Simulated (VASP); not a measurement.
Here is a VASP 6.6.1 calculation.

INCAR

```
PREC = Accurate
ENCUT = 520
EDIFF = 1E-6
ISMEAR = -1
SIGMA = 0.05
LREAL = False
LASPH = True
NELM = 100
ALGO = Normal
ISIF = 2
LWAVE = False
LCHARG = False
ISPIN = 2
MAGMOM = 1
LORBIT = 11
LMAXMIX = 4
LDAU = True
LDAUTYPE = 2
LDAUL = 2
LDAUU = 5
LDAUJ = 0
LDAUPRINT = 1
LDIPOL = True
IDIPOL = 3
DIPOL = 0.5 0.5 0.294
```

File KPOINTS:

```
regular mesh
0
Gamma
  9 9 1
```

The input POSCAR:

```
Ni
1.0
    2.2591100000      0.0000000000      0.0000000000
    0.0000000000      2.2591100000      0.0000000000
    0.0000000000      0.0000000000     23.8000000000
Ni
1
Direct
    0.5000000000      0.5000000000      0.2941200000
```

Potentials or basis: VASP PAW LDA potentials, release 64 (Ni).

Run with:

```console
$ cat potpaw_LDA.64/Ni/POTCAR > POTCAR
$ mpirun -np 1 vasp_std > vasp.out
```

Predict the net moment.

0.91 μB per cell.

Predict the site moments.

Ni +0.97 μB.

Eigenvalues of the final occupation matrices:
```tsv
site	spin	trace	eigenvalues
site 1 d	1	4.77	0.95 0.95 0.95 0.95 0.96
site 1 d	2	3.76	0.30 0.81 0.81 0.89 0.96
```

Caveat: the U is typed as a test and isn't derived for this compound. The state reached can hang on the start; a lower one may exist.
